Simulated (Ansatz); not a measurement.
Zn:

```
Zn
1.0
    -1.56904    1.56904    1.56904
     1.56904   -1.56904    1.56904
     1.56904    1.56904   -1.56904
Zn
1
Direct
  0.00000 0.00000 0.00000
```

This isn't the form of Zn at room conditions, which is hcp.

Program: Ansatz 0.2.0. Alike in all runs: task band structure; potentials or basis Ansatz PAW; no spin polarisation; cell as given; k mesh 12 × 12 × 12; cutoff (eV) 420; smearing fermi-dirac 0.05 eV.

Problem. Order these runs on this cell by their pressure, lowest first.
A. level PBEsol
B. level LDA
C. level RPBE

Solution. B (-8.3 GPa), A (-5.2 GPa), C (2.5 GPa).

Caveats: the PAW data sets come from PBE, with cores solved anew for the run's functional, which leaves a small shift of forces and pressure.

Runs at the PBE level aren't shown here.
